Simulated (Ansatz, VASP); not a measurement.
## Two plane-wave programs on Al

```
Al
1.0
     0.00000    2.02481    2.02481
     2.02481    0.00000    2.02481
     2.02481    2.02481    0.00000
Al
1
Direct
  0.00000 0.00000 0.00000
```

Alike in both runs: task relaxation of cell and atoms; functional revPBE; k mesh 11 × 11 × 11; occupations fermi-dirac, width 0.05 eV; no spin polarisation.

|  | VASP | Ansatz |
| --- | --- | --- |
| version | VASP 6.6.1 | Ansatz 0.2.0 |
| potentials or method | VASP PAW PBE potentials, release 64 (Al) | Ansatz PAW |
| plane-wave cutoff (eV) | 600 | 420 |
| valence electrons in the cell | 3 | 3 |

|  | VASP | Ansatz | Ansatz less VASP |
| --- | --- | --- | --- |
| gap on the k mesh at the Fermi level, each at its own relaxed structure (eV) | none | none | - |
| relaxed volume (Å³/atom) | 16.74 | 16.75 | +0.014 |
| relaxed cell length with the largest relative difference (Å) | 2.871 | 2.872 | +0.0008 |

A gap of «none» marks a metal or a gap that the smearing closes.

Caveats: the PAW data sets were made with another functional, which shifts forces and pressure a little (VASP); the plane-wave basis is chosen anew once the cell has moved, so the energies of steps on either side of that aren't comparable (Ansatz); the PAW data sets come from PBE, with cores solved anew for the run's functional, which leaves a small shift of forces and pressure (Ansatz). Zero-point motion and thermal expansion aren't in these numbers.
